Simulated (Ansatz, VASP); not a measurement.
Ni: VASP beside Ansatz

File INCAR:

```
SYSTEM = Ni
PREC = Accurate
ENCUT = 520
EDIFF = 1E-6
ISMEAR = -1
SIGMA = 0.08
LREAL = .FALSE.
LASPH = .TRUE.
NELM = 150
ALGO = Normal
ISIF = 2
LWAVE = .FALSE.
LCHARG = .FALSE.
ISPIN = 2
MAGMOM = 1
LORBIT = 11
LMAXMIX = 4
GGA = PS
NBANDS = 15
```

The input KPOINTS:

```
Automatic mesh
0
G
  21 21 21
  0 0 0
```

POSCAR

```
Ni
1.0
   -1.1623489441      1.1623489441      1.1623489441
    1.1623489441     -1.1623489441      1.1623489441
    1.1623489441      1.1623489441     -1.1623489441
Ni
1
Direct
    0.0000000000      0.0000000000      0.0000000000
```

Input for Ansatz:

```yaml
crystal:
  lattice:
    - [-1.1623489441, 1.1623489441, 1.1623489441]
    - [1.1623489441, -1.1623489441, 1.1623489441]
    - [1.1623489441, 1.1623489441, -1.1623489441]
  atoms:
    - { symbol: Ni, position: [0.0, 0.0, 0.0], spin: 1.0 }
magnetization:
  spin_polarized: true
kpoints:
  mp_grid: { grid: [21, 21, 21] }
scf:
  occupations: { method: fermi_dirac, width: 0.08 }
hamiltonian:
  xc: pbesol
  pseudopotentials: { kind: all_electron, lapw: { basis_error: 0.001 } }
output:
  forces: true
  stress: true
  eigenvalues: true
  populations: true
```

Change from the starting cell: volume scaled by 0.6, LAPW.

Alike in both runs: task single point; functional PBEsol; k mesh 21 × 21 × 21; occupations fermi-dirac, width 0.08 eV; collinear spin.

```csv
,VASP,Ansatz
version,VASP 6.6.1,Ansatz 0.2.0
potentials or method,"VASP PAW PBE potentials, release 64 (Ni)","all-electron LAPW, scalar-relativistic"
plane-wave cutoff (eV),520,see its input
```

Ansatz gave:

```
pressure (GPa)           : 381.4
net moment per atom (μB) : 0.00
```

Problem. Estimate VASP's values.

Solution. Pressure (GPa): 380.8; net moment per atom (μB): 0.00.

Ansatz ran all-electron here, so the differences hold the error of VASP's frozen core and of both bases. Ansatz warned: «seeded_moment_not_kept».

Caveats: the cell as given lies far from equilibrium; so large a pressure means that the cell lies far from this level's equilibrium, or that cutoff or potentials fall short (VASP); the potentials were made for another functional, which shifts forces and pressure (VASP).
